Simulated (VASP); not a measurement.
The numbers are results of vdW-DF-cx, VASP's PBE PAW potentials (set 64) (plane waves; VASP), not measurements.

VASP input:

KPOINTS:
```
k-points along high-symmetry lines
10
Line-mode
Reciprocal
  0.000000   0.000000   0.000000 ! GAMMA
  0.000000   0.500000   0.000000 ! X

  0.000000   0.500000   0.000000 ! X
  0.500000   0.500000   0.000000 ! M

  0.500000   0.500000   0.000000 ! M
  0.000000   0.000000   0.000000 ! GAMMA

  0.000000   0.000000   0.000000 ! GAMMA
  0.000000   0.000000   0.500000 ! Z

  0.000000   0.000000   0.500000 ! Z
  0.000000   0.500000   0.500000 ! R

  0.000000   0.500000   0.500000 ! R
  0.500000   0.500000   0.500000 ! A

  0.500000   0.500000   0.500000 ! A
  0.000000   0.000000   0.500000 ! Z

  0.000000   0.500000   0.000000 ! X
  0.000000   0.500000   0.500000 ! R

  0.500000   0.500000   0.000000 ! M
  0.500000   0.500000   0.500000 ! A
```

**INCAR**
```
! general
SYSTEM    =  MgF2
PREC      =  Accurate
ENCUT     =  520
LREAL     =  .FALSE.
LASPH     =  .TRUE.
ICHARG    =  11

! electronic loop
EDIFF     =  1E-7   ! SCF stop (eV)
NELM      =  100
ALGO      =  Normal   ! blocked Davidson

! smearing
ISMEAR    =  0
SIGMA     =  0.05   ! width (eV)

! functional
GGA       =  CX
LUSE_VDW  =  .TRUE.
AGGAC     =  0.0

! output
LWAVE     =  .FALSE.
LCHARG    =  .FALSE.
LORBIT    =  11   ! lm-projected
```

### POSCAR
```
MgF2
1.0
  4.6484409281   0.0000000000   0.0000000000
  0.0000000000   4.6484409281   0.0000000000
  0.0000000000   0.0000000000   3.0724080868
Mg F
2 4
Direct
  0.0000000000   1.0000000000   0.0000000000
  0.5000000000   0.5000000000   0.5000000000
  0.3028076595   0.3028076595   0.0000000000
  0.8028076595   0.1971923405   0.5000000000
  0.1971923405   0.8028076595   0.5000000000
  0.6971923405   0.6971923405   1.0000000000
```

POTCAR, in this order: Mg F (PBE.64 set). Program: vasp_std. Read from the step before: CHGCAR.

Output

File OSZICAR:
```
       N       E                     dE             d eps       ncg     rms          rms(c)
DAV:   1     0.204645825408E+03    0.20465E+03   -0.17911E+04  3752   0.150E+03
DAV:   2    -0.120227933368E+02   -0.21667E+03   -0.20974E+03  4772   0.326E+02
DAV:   3    -0.211783801829E+02   -0.91556E+01   -0.91225E+01  4236   0.697E+01
DAV:   4    -0.212420595474E+02   -0.63679E-01   -0.63653E-01  4084   0.664E+00
DAV:   5    -0.212424874880E+02   -0.42794E-03   -0.42791E-03  4096   0.554E-01
DAV:   6    -0.212424921111E+02   -0.46231E-05   -0.46230E-05  4096   0.553E-02
DAV:   7    -0.212424921830E+02   -0.71884E-07   -0.71842E-07  3716   0.635E-03
   1 F= -.21242492E+02 E0= -.21242492E+02  d E =-.221354E-13
```

**OUTCAR**
```
 val. band max:       -1.3835958245   @ k =   0.0000   0.0000   0.0000

 cond. band min:       5.7456321665   @ k =   0.0000   0.0000   0.0000



 k-point     1 :       0.0000    0.0000    0.0000
  band No.  band energies     occupation
      1     -21.9373      2.00000
      2     -21.1566      2.00000
      3     -21.1566      2.00000
      4     -21.0638      2.00000
      5      -5.3700      2.00000
      6      -3.8168      2.00000
      7      -3.4368      2.00000
      8      -3.4368      2.00000
      9      -3.2613      2.00000
     10      -3.2167      2.00000
     11      -2.5876      2.00000
     12      -2.5876      2.00000
     13      -2.1029      2.00000
     14      -1.7005      2.00000
     15      -1.7005      2.00000
     16      -1.3836      2.00000
     17       5.7456      0.00000
     18      10.8328      0.00000
     19      10.8328      0.00000
     20      12.3679      0.00000

 k-point     2 :       0.0000    0.0556    0.0000
  band No.  band energies     occupation
      1     -21.9322      2.00000
      2     -21.1686      2.00000
      3     -21.1550      2.00000
      4     -21.0588      2.00000
      5      -5.3585      2.00000
      6      -3.8149      2.00000
      7      -3.5046      2.00000
      8      -3.4181      2.00000
      9      -3.2566      2.00000
     10      -3.1572      2.00000
     11      -2.5932      2.00000
     12      -2.5840      2.00000
     13      -2.1066      2.00000
     14      -1.7282      2.00000
     15      -1.7028      2.00000
     16      -1.3911      2.00000
     17       5.7850      0.00000
     18      10.7695      0.00000
     19      10.8531      0.00000
     20      12.3850      0.00000

 k-point     3 :       0.0000    0.1111    0.0000
  band No.  band energies     occupation
      1     -21.9174      2.00000
      2     -21.1989      2.00000
      3     -21.1508      2.00000
      4     -21.0490      2.00000
      5      -5.3245      2.00000
      6      -3.8057      2.00000
...
```

The density is held fixed in this step, so its total energy and stress have no physical meaning.

The compound is MgF2 in the rutile structure. It was relaxed first.
